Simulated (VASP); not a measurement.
# H (I4/mmm) in VASP: notebook

Runs on H. Level: PBE. Tasks: single point.

All numbers are computed with VASP 6.6.1; they aren't measurements. Logs are shortened: lines on timing, memory, paths and dates and some standing lists are left out, and cuts for length are marked.

### Step 1. The crystal as given

The structure is tetragonal, space group I4/mmm (No. 139). The conventional cell has a = 3.383 Å, b = 3.383 Å, c = 4.117 Å, α = 90.00°, β = 90.00°, γ = 90.00°. Around H (site symmetry 4mm) lie 1 H at 0.74 Å.

### Step 2. Single point, PBE

INCAR

```
SYSTEM = H
  PREC = Low
  ENCUT = 450
  EDIFF = 1E-6
  ISMEAR = 0
  SIGMA = 0.05
  LREAL = .FALSE.
  LASPH = .TRUE.
  NELM = 100
  ALGO = Normal
  ISIF = 2
  LWAVE = .FALSE.
  LCHARG = .FALSE.
  GGA = PE
  ADDGRID = .FALSE.
```

KPOINTS

```
Automatic mesh
0
G
  5 5 5
  0 0 0
```

POSCAR

```
H
1.0
   -1.6915344700      1.6915344700      2.0584739900
    1.6915344700     -1.6915344700      2.0584739900
    1.6915344700      1.6915344700     -2.0584739900
H
2
Direct
    0.0901377100      0.0901377100      0.0000000000
    0.9098622900      0.9098622900      0.0000000000
```

Potentials or basis: VASP PAW PBE potentials, release 64 (H).

Run with:

```console
$ cat potpaw_PBE.64/H/POTCAR > POTCAR
$ mpirun -np 1 vasp_std > vasp.out
```

OUTCAR:

```text
SYSTEM = H
   PREC = Low
   ENCUT = 450
   EDIFF = 1E-6
   ISMEAR = 0
   LREAL = .FALSE.
   LASPH = .TRUE.
   NELM = 100
   ISIF = 2
   GGA = PE

 Found     18 irreducible k-points:

 Following reciprocal coordinates:
            Coordinates               Weight
  0.000000  0.000000  0.000000      1.000000
  0.200000 -0.000000  0.000000      8.000000
  0.400000 -0.000000  0.000000      8.000000
  0.200000  0.200000  0.000000      8.000000
  0.400000  0.200000  0.000000     16.000000
 -0.400000  0.200000 -0.000000     16.000000
   k-points           NKPTS =     18   k-points in BZ     NKDIM =     18   number of bands    NBANDS=      5
   number of dos      NEDOS =    301   number of ions     NIONS =      2
   total plane-waves  NPLWV =   4096
   dimension x,y,z NGX =    16 NGY =   16 NGZ =   16
   dimension x,y,z NGXF=    16 NGYF=   16 NGZF=   16
   ions per type =               2
   NGX,Y,Z   is equivalent  to a cutoff of   8.43,  8.43,  8.43 a.u.
   NGXF,Y,Z  is equivalent  to a cutoff of   8.43,  8.43,  8.43 a.u.
 SYSTEM =  H
   PREC   = low       normal or accurate (medium, high low for compatibility)
   ISTART =      0    job   : 0-new  1-cont  2-samecut
   ICHARG =      2    charge: 1-file 2-atom 10-const
   ISPIN  =      1    spin polarized calculation?
   LNONCOLLINEAR =      F non collinear calculations
   LSORBIT =      F    spin-orbit coupling
   LASPH  =      T    aspherical Exc in radial PAW
   ENCUT  =  450.0 eV  33.07 Ry    5.75 a.u.   5.46  5.46  5.46*2*pi/ulx,y,z
   NELM   =    100;   NELMIN=  2; NELMDL= -5     # of ELM steps
   EDIFF  = 0.1E-05   stopping-criterion for ELM
   LREAL  =      F    real-space projection
   EDIFFG = 0.1E-04   stopping-criterion for IOM
   NSW    =      0    number of steps for IOM
   IBRION =     -1    ionic relax: 0-MD 1-quasi-New 2-CG
   NFREE  =      0    steps in history (QN), initial steepest desc. (CG)
   ISIF   =      2    stress and relaxation
   ISYM   =      2    0-nonsym 1-usesym 2-fastsym
   POTIM  = 0.5000    time-step for ionic-motion
   TEBEG  =    0.0;   TEEND  =   0.0 temperature during run
   PSTRESS=    0.0 pullay stress
   NELECT =       2.0000    total number of electrons
   NUPDOWN=      -1.0000    fix difference up-down
   EMIN   =  10.00;   EMAX   =-10.00  energy-range for DOS
   EFERMI =   0.00;   METHOD = LEGACY
   ISMEAR =     0;   SIGMA  =   0.05  broadening in eV -4-tet -1-fermi 0-gaus
   EFERMI_NEDOS =   21; number of points for ismear=-14 and -15
   IALGO  =     38    algorithm
   IMIX   =      4    mixing-type and parameters
     AMIX     =   0.40;   BMIX     =  1.00
     AMIX_MAG =   1.60;   BMIX_MAG =  1.00
  volume/ion in A,a.u.               =      11.78        79.49
  Fermi-wavevector in a.u.,A,eV,Ry     =   0.719497  1.359653  7.043413  0.517676
  Thomas-Fermi vector in A             =   1.808708
   LORBIT       =      0    0 simple, 1 ext, 2 COOP (PROOUT), +10 PAW based schemes
   GGA     = PE    functional components
   LHFCALC =     F    Hartree Fock is set to
   AEXX    =    0.0000 exact exchange contribution
   IVDW    =     0    specifies the selected vdW correction
   LEPSILON=     F    determine dielectric tensor
   LRPA    =     F    only Hartree local field effects (RPA)
 non-spin polarized calculation
 Gauss-broadening in eV      SIGMA  =   0.05
  energy-cutoff  :      450.00
  volume of cell :       23.56
 maximum number of plane-waves:       522
   NGX = 11   NGY = 11   NGZ = 11

 number of electron       1.9999665 magnetization

 Free energy of the ion-electron system (eV)
  ---------------------------------------------------
  ext. energy  EPLUGINS =         0.00000000
  ---------------------------------------------------
  free energy    TOTEN  =        -6.77657168 eV

  energy without entropy =       -6.77657168  energy(sigma->0) =       -6.77657168

 E-fermi :  -8.0132     XC(G=0):  -5.3497

 val. band max:       -8.2794070918   @ k =  -0.4000   0.4000   0.4000
 cond. band min:       1.1921966549   @ k =   0.4000  -0.0000   0.0000
 fundamental gap:      9.4716037467
 Fermi energy:        -8.0132140724

 k-point     1 :       0.0000    0.0000    0.0000
  band No.  band energies     occupation
      1     -10.5232      2.00000
      2       5.4429      0.00000
      3       8.9368      0.00000
      4      15.3800      0.00000
      5      15.3809      0.00000

 k-point     2 :       0.2000   -0.0000    0.0000
  band No.  band energies     occupation
      1     -10.0650      2.00000
      2       3.6353      0.00000
      3       9.4604      0.00000
      4      12.2871      0.00000
      5      13.5439      0.00000

 k-point     3 :       0.4000   -0.0000    0.0000
  band No.  band energies     occupation
      1      -9.1515      2.00000
      2       1.1922      0.00000
      3       8.9976      0.00000
      4      10.7051      0.00000
      5      12.3070      0.00000

 k-point     4 :       0.2000    0.2000    0.0000
  band No.  band energies     occupation
      1      -9.3955      2.00000
      2       2.0552      0.00000
      3       7.9879      0.00000
      4      10.5226      0.00000
      5      13.4546      0.00000

 k-point     5 :       0.4000    0.2000    0.0000
  band No.  band energies     occupation
      1      -8.8042      2.00000
      2       1.4049      0.00000
      3       5.9070      0.00000
      4       9.8290      0.00000
      5      12.3049      0.00000

 k-point     6 :      -0.4000    0.2000   -0.0000
  band No.  band energies     occupation
      1      -9.2560      2.00000
      2       2.5781      0.00000
      3       6.5991      0.00000
      4      10.0631      0.00000
      5      11.6941      0.00000

 [... further k-points ...]

------------------------ aborting loop because EDIFF is reached ----------------------------------------

  FORCE on cell =-STRESS in cart. coord.  units (eV):
  Direction    XX          YY          ZZ          XY          YZ          ZX
  --------------------------------------------------------------------------------------
  -------------------------------------------------------------------------------------
  Total       -0.0067716     -0.0067716      0.1822630      0.0000000      0.0000000      0.0000000
  in kB       -0.4605079     -0.4605079     12.3948727      0.0000000      0.0000000      0.0000000
  external PRESSURE =       3.8246190 kB  Pullay stress =       0.0000000 kB

 VOLUME and BASIS-vectors are now :
 -----------------------------------------------------------------------------
  energy-cutoff  :      450.00
  volume of cell :       23.56
      direct lattice vectors                 reciprocal lattice vectors
    -1.691534470  1.691534470  2.058473990     0.000000000  0.295589602  0.242898381
     1.691534470 -1.691534470  2.058473990     0.295589602  0.000000000  0.242898381
     1.691534470  1.691534470 -2.058473990     0.295589602  0.295589602  0.000000000

 POSITION                                       TOTAL-FORCE (eV/Angst)
 -----------------------------------------------------------------------------------
      0.00000      0.00000      0.37109        -0.000000     -0.000000      0.275040
      0.00000      0.00000      3.74586         0.000000      0.000000     -0.275040
 -----------------------------------------------------------------------------------
    total drift:                                0.000000      0.000000      0.000000

  FREE ENERGIE OF THE ION-ELECTRON SYSTEM (eV)
  ---------------------------------------------------
  free  energy   TOTEN  =        -6.7765716815 eV

  energy  without entropy=       -6.7765716815  energy(sigma->0) =       -6.77657168
```

Wall time 1.2 s (1 thread of Intel Xeon Platinum 8488C (Sapphire Rapids), shared host); peak memory 0.1 GiB.

The run converged, but some of its settings lie outside the range that counts as converged, so its numbers aren't taken as properties of the crystal.

Results:

| Quantity | Value |
| --- | --- |
| Free energy | -6.7766 eV |
| Pressure | 0.4 GPa |
| Largest force | 0.275 eV/Å |
| Band gap on the k mesh | 9.47 eV, indirect (least direct gap 10.15 eV) |

Caveat: the k mesh is coarse (spacing up to 0.53 Å⁻¹), so the values aren't converged; an odd mesh through Γ misses points on the zone boundary, where band edges often lie.

### Step 3. Single point, PBE

INCAR is that of step 2.

KPOINTS is that of step 2.

POSCAR

```
H
1.0
   -1.6915344700      1.6915344700      2.0584739900
    1.6915344700     -1.6915344700      2.0584739900
    1.6915344700      1.6915344700     -2.0584739900
H
2
Direct
    0.0961830000      0.0949540000      0.0224580000
    0.9170920000      0.8909110000      0.0100700000
```

Potentials or basis: VASP PAW PBE potentials, release 64 (H).

Run with:

```console
$ cat potpaw_PBE.64/H/POTCAR > POTCAR
$ mpirun -np 1 vasp_std > vasp.out
```

OUTCAR:

```text
SYSTEM = H
   PREC = Low
   ENCUT = 450
   EDIFF = 1E-6
   ISMEAR = 0
   LREAL = .FALSE.
   LASPH = .TRUE.
   NELM = 100
   ISIF = 2
   GGA = PE

 Found     63 irreducible k-points:

 Following reciprocal coordinates:
            Coordinates               Weight
  0.000000  0.000000  0.000000      1.000000
  0.200000 -0.000000  0.000000      2.000000
 -0.000000  0.200000  0.000000      2.000000
 -0.000000  0.200000 -0.200000      2.000000
  0.200000 -0.000000 -0.200000      2.000000
  0.400000 -0.000000  0.000000      2.000000
   k-points           NKPTS =     63   k-points in BZ     NKDIM =     63   number of bands    NBANDS=      5
[... 124 lines left out ...]

  FORCE on cell =-STRESS in cart. coord.  units (eV):
  Direction    XX          YY          ZZ          XY          YZ          ZX
  --------------------------------------------------------------------------------------
  -------------------------------------------------------------------------------------
  Total       -0.0094947     -0.0073028     -0.4139886      0.0000002      0.0130164     -0.0366179
  in kB       -0.6456887     -0.4966298    -28.1534643      0.0000104      0.8851843     -2.4902182
  external PRESSURE =      -9.7652609 kB  Pullay stress =       0.0000000 kB

 VOLUME and BASIS-vectors are now :
 -----------------------------------------------------------------------------
  energy-cutoff  :      450.00
  volume of cell :       23.56
      direct lattice vectors                 reciprocal lattice vectors
    -1.691534470  1.691534470  2.058473990     0.000000000  0.295589602  0.242898381
     1.691534470 -1.691534470  2.058473990     0.295589602  0.000000000  0.242898381
     1.691534470  1.691534470 -2.058473990     0.295589602  0.295589602  0.000000000

 POSITION                                       TOTAL-FORCE (eV/Angst)
 -----------------------------------------------------------------------------------
      0.03591      0.04007      0.34722        -0.043593      0.016011     -0.520044
     -0.02725      0.06132      3.70100         0.043593     -0.016011      0.520044
 -----------------------------------------------------------------------------------
    total drift:                                0.000117     -0.000849      0.000108

  FREE ENERGIE OF THE ION-ELECTRON SYSTEM (eV)
  ---------------------------------------------------
  free  energy   TOTEN  =        -6.7734364070 eV

  energy  without entropy=       -6.7734364070  energy(sigma->0) =       -6.77343641
```

stdout:

```text
POSCAR found type information on POSCAR H
 POSCAR found :  1 types and       2 ions
 scaLAPACK will be used
 LDA part: xc-table for (Slater+PW92), standard interpolation
 POSCAR, INCAR and KPOINTS ok, starting setup
 FFT: planning ... GRIDC
 FFT: planning ... GRID_SOFT
 FFT: planning ... GRID
 WAVECAR not read
 entering main loop
```

Wall time 1.7 s (1 thread of Intel Xeon Platinum 8488C (Sapphire Rapids), shared host); peak memory 0.1 GiB.

These settings aren't checked as converged: the numbers below hold their error.

What came out:

```
Free energy            : -6.7734 eV
Pressure               : -1.0 GPa
Largest force          : 0.522 eV/Å
Band gap on the k mesh : 9.07 eV, indirect (least direct gap 9.76 eV)
```

Caveat: the k mesh is coarse (spacing up to 0.53 Å⁻¹), so the values aren't converged; an odd mesh through Γ misses points on the zone boundary, where band edges often lie.

(Part 1 of 2 ends here.)
